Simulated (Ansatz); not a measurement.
Reactions of C₃F₆O, SMILES `FC(F)(F)C1(F)OC1(F)F`.

Calculated with Ansatz (gas phase, PBE0-D4/def2-TZVP geometries, no zero-point term in ΔE). CCSD(T)/CBS is the MP2 limit (def2-TZVPP, def2-QZVPP) plus CCSD(T) − MP2 in def2-TZVPP, frozen cores. This one scheme is used for every species, atoms too. Functionals use def2-TZVPP. Open shells (•) are unrestricted, without spin–orbit coupling. Spin–orbit coupling would lower the free atoms: a little for C, F, O. def2 core potentials past Kr. Bonds to Sn are less sure, by a few kJ/mol each and by 10 to 20 or more in all where they break to atoms, as the def2 sets lack core-valence functions. One conformer a species, not always the lowest.

| reaction | CCSD/CBS(def2) (kJ/mol) | ωB97M-V (kJ/mol) | MP2/CBS(def2) (kJ/mol) | HF/CBS(def2) (kJ/mol) | CCSD(T)/CBS(def2) (kJ/mol) |
| --- | --- | --- | --- | --- | --- |
| `FC(F)(F)C1(F)OC1(F)F` + `[OH][SnH]([F])[F]` → `[F][SnH]([F])[O]C(F)(F)F` + `FC1OC1(F)F` | -26 | -26 | -20 | -46 | -23 |
| `FC(F)(F)C1(F)OC1(F)F` + H–F → `FC1(F)OC1(F)F` + `FC(F)F` | 11 | 4 | 17 | -17 | 13 |
| `FC(F)(F)C1(F)OC1(F)F` → 3 C• + 6 F• + O• | 4147 | 4314 | 4536 | 2721 | 4269 |
| `FC(F)(F)C1(F)OC1(F)F` + H₂ → `FC1OC1(F)F` + `FC(F)F` | -78 | -66 | -72 | -98 | -72 |
| `FC(F)(F)C1(F)OC1(F)F` + `C[SiH3]` → `C[SiH2]C(F)(F)F` + `FC1OC1(F)F` | -28 | -24 | -29 | -20 | -27 |
| `FC(F)(F)C1(F)OC1(F)F` → `FC1(F)OC1(F)F` + `F[C]F` | 257 | 254 | 276 | 224 | 257 |
| `FC(F)(F)C1(F)OC1(F)F` + H₂ → `FC(F)C1(F)OC1(F)F` + H–F | -69 | -50 | -69 | -62 | -65 |

Largest T1 diagnostic: 0.017, for `F[C]F`.
